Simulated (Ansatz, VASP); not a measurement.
# BAs in two plane-wave programs, part 2 of 2

One calculation is typed for both programs; each brings its own data sets and cutoff. How far apart do they land?

VASP 6.6.1 and Ansatz 0.2.0.

So far: Set-up; Ansatz: G0W0 gap, PBE.

### Step 3. VASP: G0W0 gap, PBE

Level of this step: G0W0 on PBE; plane waves and PAW (B_GW, As_GW) (VASP).

The same cell, functional and mesh now go to VASP, with its own data sets and cutoff.

Lines of VASP's logs that name or quote its potential files are left out, and so is its time.

The run reads the wave functions of an earlier VASP run, which isn't shown here.

INCAR reads:

```
SYSTEM = BAs
PREC = Accurate
ENCUT = 340
ISMEAR = 0
SIGMA = 0.01
LREAL = .FALSE.
GGA = PE
NBANDS = 64
ALGO = EVGW0
NELMGW = 1
ENCUTGW = 100
NOMEGA = 48
PRECFOCK = Fast
NBANDSGW = 16
LWAVE = .FALSE.
LCHARG = .FALSE.
```

POSCAR reads:

```
BAs
1.0
    0.0000000000      2.3885000000      2.3885000000
    2.3885000000      0.0000000000      2.3885000000
    2.3885000000      2.3885000000      0.0000000000
B As
1 1
Direct
    0.0000000000      0.0000000000      0.0000000000
    0.2500000000      0.2500000000      0.2500000000
```

KPOINTS reads:

```
Automatic mesh
0
Gamma
4 4 4
0 0 0
```

The projector-augmented-wave data sets are B_GW and As_GW (PBE family, release 64).

Command:

```
$ mpirun -np 8 vasp_std
```

Numbers of over 12 decimals in the logs are rounded to 6 here.

Log:

```text
[banner, memory and clock lines left out]
running    8 mpi-ranks, on    1 nodes
 distrk:  each k-point on    8 cores,    1 groups
 distr:  one band on    1 cores,    8 groups

 POSCAR found type information on POSCAR B As
 POSCAR found :  2 types and       2 ions
|                                                                             |
|           W    W    AA    RRRRR   N    N  II  N    N   GGGG   !!!           |
|           W    W   A  A   R    R  NN   N  II  NN   N  G    G  !!!           |
|           W    W  A    A  R    R  N N  N  II  N N  N  G       !!!           |
|           W WW W  AAAAAA  RRRRR   N  N N  II  N  N N  G  GGG   !            |
|           WW  WW  A    A  R   R   N   NN  II  N   NN  G    G                |
|           W    W  A    A  R    R  N    N  II  N    N   GGGG   !!!           |
|                                                                             |
|     For optimal performance we recommend to set                             |
|       NCORE = 2 up to number-of-cores-per-socket                            |
|     NCORE specifies how many cores store one orbital (NPAR=cpu/NCORE).      |
|     This setting can greatly improve the performance of VASP for DFT.       |
|     The default, NCORE=1 might be grossly inefficient on modern             |
|     multi-core architectures or massively parallel machines. Do your        |
|     Unfortunately you need to use the default for GW and RPA                |
|     calculations (for HF NCORE is supported but not extensively tested      |
|     yet).                                                                   |
|                                                                             |

|                                                                             |
|           W    W    AA    RRRRR   N    N  II  N    N   GGGG   !!!           |
|           W    W   A  A   R    R  NN   N  II  NN   N  G    G  !!!           |
|           W    W  A    A  R    R  N N  N  II  N N  N  G       !!!           |
|           W WW W  AAAAAA  RRRRR   N  N N  II  N  N N  G  GGG   !            |
|           WW  WW  A    A  R   R   N   NN  II  N   NN  G    G                |
|           W    W  A    A  R    R  N    N  II  N    N   GGGG   !!!           |
|                                                                             |
|     The default for ENCUTGWSOFT is different in this version of VASP.       |
|     please manually set ENCUTGWSOFT =100 in the INCAR file.                 |
|                                                                             |

 LDA part: xc-table for (Slater+PW92), standard interpolation
 found WAVECAR, reading the header
 POSCAR, INCAR and KPOINTS ok, starting setup
 FFT: planning ... GRIDC
 FFT: planning ... GRID_SOFT
 FFT: planning ... GRID
 reading WAVECAR
 the WAVECAR file was read successfully
 initial charge from wavefunction
 available memory per node:     34.41 GB, setting MAXMEM to     35238

 The Fermi energy was updated, please check that it is located mid-gap
 values below the HOMO (VB) or above the LUMO (CB) will cause erroneous energies
 E-fermi :   6.9101

 calculate exact exchange contribution
 the WAVEDER file was read successfully
energies w=
    0.000    0.000    0.610    0.000    1.217    0.000    1.819    0.000
    2.414    0.000    3.001    0.000    3.577    0.000    4.144    0.000
    4.699    0.000    5.245    0.000    5.781    0.000    6.308    0.000
    6.827    0.000    7.341    0.000    7.849    0.000    8.356    0.000
    8.861    0.000    9.368    0.000    9.879    0.000   10.396    0.000
   10.922    0.000   11.459    0.000   12.011    0.000   12.582    0.000
   13.176    0.000   13.797    0.000   14.451    0.000   15.145    0.000
   15.886    0.000   16.683    0.000   17.547    0.000   18.493    0.000
   19.537    0.000   20.701    0.000   22.013    0.000   23.510    0.000
   25.239    0.000   27.267    0.000   29.686    0.000   32.627    0.000
   36.285    0.000   40.966    0.000   47.166    0.000   55.763    0.000
   68.459    0.000   89.044    0.000  128.023    0.000  229.324    0.000
 responsefunction array rank=      72
 LDA part: xc-table for (Slater+PW92), standard interpolation

 min. memory requirement per mpi rank     49.2 MB, per node    393.9 MB

 allocating   6 responsefunctions rank=    72
 shmem allocating  48 responsefunctions rank=    72
 response function shared by NCSHMEM nodes    1
 Doing            6  frequencies on each core in blocks of           48
NQ=   1    0.0000    0.0000    0.0000,
|.........|.........|.........|.........|.........|.........|.........|.........
 performed         47000 updates of chi_q(r,r)
 total number of BLAS operations          1.31 Gflops
NQ=   2    0.2500    0.0000    0.0000,
|.........|.........|.........|.........|.........|.........|.........|.........
 performed        151000 updates of chi_q(r,r)
 total number of BLAS operations          4.42 Gflops
NQ=   3    0.5000    0.0000    0.0000,
|.........|.........|.........|.........|.........|.........|.........|.........
 performed        239000 updates of chi_q(r,r)
 total number of BLAS operations          7.87 Gflops
NQ=   4    0.2500    0.2500    0.0000,
|.........|.........|.........|.........|.........|.........|.........|.........
 performed        343000 updates of chi_q(r,r)
 total number of BLAS operations         10.88 Gflops
NQ=   5    0.5000    0.2500    0.0000,
|.........|.........|.........|.........|.........|.........|.........|.........
 performed        492000 updates of chi_q(r,r)
 total number of BLAS operations         15.04 Gflops
NQ=   6   -0.2500    0.2500    0.0000,
|.........|.........|.........|.........|.........|.........|.........|.........
 performed        625000 updates of chi_q(r,r)
 total number of BLAS operations         18.75 Gflops
NQ=   7    0.5000    0.5000    0.0000,
|.........|.........|.........|.........|.........|.........|.........|.........
 performed        700000 updates of chi_q(r,r)
 total number of BLAS operations         21.23 Gflops
NQ=   8   -0.2500    0.5000    0.2500,
|.........|.........|.........|.........|.........|.........|.........|.........
 performed        800000 updates of chi_q(r,r)
 total number of BLAS operations         23.75 Gflops
 resolving degeneracies of screened two electron integrals

 calculate QP shifts <psi_nk| G(iteration)W_0 |psi_nk>: iteration 1
 entering main loop
```

OUTCAR, selected parts (step 3):

```text
ion  position               nearest neighbor table
   1  0.000  0.000  0.000-   2 2.07   2 2.07   2 2.07   2 2.07
   2  0.250  0.250  0.250-   1 2.07   1 2.07   1 2.07   1 2.07

  LATTYP: Found a face centered cubic cell.
 ALAT       =     4.7770000000

 Subroutine GETGRP returns: Found 24 space group operations
 (whereof 24 operations were pure point group operations)

The static configuration has the point symmetry T_d .

 Found      8 irreducible k-points:

   k-points           NKPTS =      8   k-points in BZ     NKDIM =     64   number of bands    NBANDS=     64

   dimension x,y,z NGX =    20 NGY =   20 NGZ =   20
   dimension x,y,z NGXF=    40 NGYF=   40 NGZF=   40

   ENCUT  =  340.0 eV  24.99 Ry    5.00 a.u.   5.08  5.08  5.08*2*pi/ulx,y,z

   NELECT =       8.0000    total number of electrons

  energy-cutoff  :      340.00
  volume of cell :       27.25
      direct lattice vectors                 reciprocal lattice vectors
     0.000000000  2.388500000  2.388500000    -0.209336404  0.209336404  0.209336404
     2.388500000  0.000000000  2.388500000     0.209336404 -0.209336404  0.209336404
     2.388500000  2.388500000  0.000000000     0.209336404  0.209336404 -0.209336404

 k-points in reciprocal lattice and weights: Automatic mesh
   0.00000000  0.00000000  0.00000000       0.016
   0.25000000  0.00000000  0.00000000       0.125
   0.50000000  0.00000000  0.00000000       0.062
   0.25000000  0.25000000  0.00000000       0.094
   0.50000000  0.25000000  0.00000000       0.375
  -0.25000000  0.25000000  0.00000000       0.188
   0.50000000  0.50000000  0.00000000       0.047
  -0.25000000  0.50000000  0.25000000       0.094

 E-fermi :   6.9101

 QP shifts <psi_nk| G(iteration)W_0 |psi_nk>: iteration 1
 for sc-GW calculations column KS-energies equals QP-energies in previous step
 and V_xc(KS)=  KS-energies - (<T + V_ion + V_H > + <T+V_H+V_ion>^1  + <V_x>^1)
 k-point   1 :       0.0000    0.0000    0.0000
  band No.  KS-energies  QP-energies   sigma(KS)   V_xc(KS)     V^pw_x(r,r')   Z            occupation Imag(sigma)
      1      -9.2128      -9.8915     -12.5970     -11.6515     -19.5818       0.7178       2.0000       1.2734
      2       6.2082       5.8890     -12.9993     -12.5946     -14.3119       0.7888       2.0000       0.0705
      3       6.2082       5.8890     -12.9993     -12.5946     -14.3119       0.7888       2.0000       0.0705
      4       6.2082       5.8890     -12.9993     -12.5946     -14.3119       0.7888       2.0000       0.0705
      5       9.4600       9.8930     -10.8351     -11.3856      -6.5828       0.7866       0.0000      -0.0853
      6       9.4600       9.8930     -10.8351     -11.3856      -6.5828       0.7866       0.0000      -0.0853
      7       9.4600       9.8930     -10.8351     -11.3856      -6.5828       0.7866       0.0000      -0.0853
      8      10.8657      11.6066     -11.6400     -12.6144      -6.4543       0.7604       0.0000      -0.1300
    ...

 k-point   2 :       0.2500    0.0000    0.0000
  band No.  KS-energies  QP-energies   sigma(KS)   V_xc(KS)     V^pw_x(r,r')   Z            occupation Imag(sigma)
      1      -8.2101      -8.8299     -12.6194     -11.7498     -19.2775       0.7128       2.0000       1.1271
      2       1.2568       0.7358     -12.5080     -11.8207     -15.3211       0.7580       2.0000       0.1516
      3       5.0546       4.6928     -12.8130     -12.3525     -14.4155       0.7857       2.0000       0.0762
      4       5.0546       4.6928     -12.8130     -12.3525     -14.4155       0.7857       2.0000       0.0762
      5       9.2513       9.7105     -11.0255     -11.6134      -6.5594       0.7811       0.0000      -0.0933
      6      10.8380      11.2831     -10.8629     -11.4356      -6.2056       0.7773       0.0000      -0.1112
      7      10.8380      11.2831     -10.8629     -11.4356      -6.2056       0.7773       0.0000      -0.1112
      8      14.0956      14.6255     -11.0483     -11.7530      -5.1328       0.7519       0.0000      -0.2386
    ...

 k-point   3 :       0.5000    0.0000    0.0000
  band No.  KS-energies  QP-energies   sigma(KS)   V_xc(KS)     V^pw_x(r,r')   Z            occupation Imag(sigma)
      1      -6.3374      -6.8610     -12.8493     -12.1316     -18.8364       0.7296       2.0000       0.8642
      2      -2.5969      -3.2472     -12.1448     -11.2533     -16.6141       0.7294       2.0000       0.4171
      3       4.3806       3.9774     -12.8448     -12.3284     -14.7445       0.7808       2.0000       0.0850
      4       4.3806       3.9774     -12.8448     -12.3284     -14.7445       0.7808       2.0000       0.0850
      5       8.8770       9.3101     -11.0603     -11.6137      -6.6350       0.7826       0.0000      -0.0909
      6      10.9633      11.3249     -10.4149     -10.8765      -5.6582       0.7831       0.0000      -0.1193
      7      10.9633      11.3249     -10.4149     -10.8765      -5.6582       0.7831       0.0000      -0.1193
      8      15.0601      15.2397      -9.3786      -9.6142      -3.2576       0.7627       0.0000      -0.2849
    ...

 k-point   4 :       0.2500    0.2500    0.0000
  band No.  KS-energies  QP-energies   sigma(KS)   V_xc(KS)     V^pw_x(r,r')   Z            occupation Imag(sigma)
      1      -7.8649      -8.4643     -12.6103     -11.7755     -19.1595       0.7180       2.0000       1.0785
      2       2.1011       1.6425     -13.0229     -12.4233     -15.6293       0.7649       2.0000       0.1318
      3       3.4945       3.0442     -12.5525     -11.9724     -14.6090       0.7763       2.0000       0.0925
      4       3.4945       3.0442     -12.5525     -11.9724     -14.6090       0.7763       2.0000       0.0925
      5       7.8416       8.0812     -10.3158     -10.6177      -6.2571       0.7936       0.0000      -0.0783
      6      10.7039      10.9830     -10.0014     -10.3580      -5.0850       0.7827       0.0000      -0.1239
      7      13.5866      14.1403     -11.2809     -12.0059      -5.8368       0.7637       0.0000      -0.1961
      8      13.5866      14.1403     -11.2809     -12.0059      -5.8368       0.7637       0.0000      -0.1961
    ...

[... 4 further parts left out ...]
```

### Step 4. Side by side

Known differences besides the potentials themselves: the two programs' PAW sets differ in cores and partial waves; the data sets hold 18 valence electrons in Ansatz (default PAW (the set named soft_2) files) and 8 in VASP; the cutoff is 420 eV in Ansatz and 340 eV in VASP; VASP leaves aspherical gradient terms in its spheres out (LASPH is not set), Ansatz keeps them; Ansatz integrates over frequency by contour deformation, VASP on a grid of NOMEGA points. Total energies have different zeros and are not compared.

Both answers:

```csv
quantity,Ansatz,VASP,difference
G0W0 gap on the mesh (eV),1.85,1.79,+0.06
PBE gap under it (eV),1.42,1.40,+0.02
```

### Step 5. Results

| Item | Value |
| --- | --- |
| difference in G0W0 gap on the mesh (G0W0 gap, PBE) | 0.064 eV |

The difference in G0W0 gap on the mesh is 0.064 eV (G0W0 gap, PBE), within the 0.15 eV picked in this series as the mark of a large difference. Such differences can come from data sets, numerical settings and the points named under the comparisons, not from the functional's error against experiment.

[Lines on the potential files, build, host, timing and source positions are cut from VASP's logs without a mark.]

[Logs are printed without paths, hosts, clocks, repeated set-up lines and the standing remarks that a program may print on its own settings, such as how far it seeks lower states.]

[Hosts, paths, dates, database ids (printed as entryN), source tags and the programs' standing remarks are cut or masked in the printed files.]
